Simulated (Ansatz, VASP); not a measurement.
One calculation of Cu, two programs

Contents of INCAR:

```
SYSTEM = Cu
PREC = Accurate
ENCUT = 520
EDIFF = 1E-6
ISMEAR = 0
SIGMA = 0.15
LREAL = .FALSE.
LASPH = .TRUE.
NELM = 80
ALGO = Fast
ISIF = 2
LWAVE = .FALSE.
LCHARG = .FALSE.
GGA = PS
NBANDS = 12
```

The input KPOINTS:

```
regular mesh
0
G
  24 24 24
  0 0 0
```

Contents of POSCAR:

```
Cu
1.0
   -1.4211514202      1.4211514202      1.3554402282
    1.4211514202     -1.4211514202      1.3554402282
    1.4211514202      1.4211514202     -1.3554402282
Cu
1
Direct
    0.0000000000      0.0000000000      0.0000000000
```

Input for Ansatz:

```yaml
crystal:
  lattice:
    - [-1.4211514202, 1.4211514202, 1.3554402282]
    - [1.4211514202, -1.4211514202, 1.3554402282]
    - [1.4211514202, 1.4211514202, -1.3554402282]
  atoms:
    - { symbol: Cu, position: [0.0, 0.0, 0.0] }
basis:
  ecutwfc: 420
kpoints:
  mp_grid: { grid: [24, 24, 24] }
hamiltonian:
  xc: pbesol
scf:
  occupations: { method: gaussian, width: 0.15 }
output:
  forces: true
  stress: true
  eigenvalues: true
```

Change from the starting cell: strain -0.015 along x and y, -0.015 along z, atoms carried along.

Alike in both runs: task single point; functional PBEsol; k mesh 24 × 24 × 24; occupations gaussian, width 0.15 eV; no spin polarisation.

|  | VASP | Ansatz |
| --- | --- | --- |
| version | VASP 6.6.1 | Ansatz 0.2.0 |
| potentials or method | VASP PAW PBE potentials, release 64 (Cu) | scalar-relativistic, plane waves, PAW |
| plane-wave cutoff (eV) | 520 | 420 |
| valence electrons in the cell | 11 | 19 |

Ansatz gave:

* gap on the k mesh at the Fermi level (eV): none
* pressure (GPa): 6.6

**Question.** Estimate VASP's values.

**Answer.** gap on the k mesh at the Fermi level (eV): none; pressure (GPa): 7.6.

A gap of «none» marks a metal or a gap that the smearing closes. With one functional, cell and mesh, what is left measures potentials, basis and numerics. The two sets of potentials don't hold the same shells in valence.

Caveats: the PAW data sets were made with another functional, which shifts forces and pressure a little (VASP).
